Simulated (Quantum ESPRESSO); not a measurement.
**W under changes of volume**

One of the cells (15.848 Å³/atom); the others are scaled copies at fixed shape and fractional positions:

```
CELL_PARAMETERS angstrom
-1.58234 1.58234 1.58234
1.58234 -1.58234 1.58234
1.58234 1.58234 -1.58234
ATOMIC_POSITIONS crystal
W 0.00000 0.00000 0.00000
```

| Property | Result |
| --- | --- |
| Program | Quantum ESPRESSO 7.5 |
| Functional | r2SCAN |
| Dispersion | D3(BJ) |
| Potentials or basis | SG15 PBE 1.2 |
| Cutoff | 1020 eV |
| Density cutoff | 4082 eV |
| k mesh | 9 × 9 × 9 |
| Occupations | fermi-dirac, width 0.05 eV |
| Spin | no spin polarisation |

```csv
volume (Å³/atom),energy over the lowest point (meV/atom),pressure (GPa)
14.897,5.74,6.5
15.214,0.00,-0.8
15.531,8.19,-7.4
15.848,28.75,-13.4
16.165,60.59,-18.7
16.482,102.42,-23.5
16.798,?,?
```

**Question.** What does the run at 16.798 Å³/atom give?

**Answer.** Energy over the lowest point 153.11 meV/atom; pressure -27.7 GPa.

Worked out: A Birch-Murnaghan fit of order 3 (a polynomial in V^(-2/3)) to the other rows has its minimum at 15.18 Å³/atom with B0 = V·E''(V) = 339 GPa and B' = 4.2. It gives 153.12 meV/atom at 16.798 Å³/atom, against the run's 153.11, and -dE/dV = -27.8 GPa, against -27.7.

Energies are extrapolated to zero smearing.

Caveats: the potentials were made for another functional, which shifts forces and pressure; pairwise dispersion overbinds metals, which lowers pressure and volume.
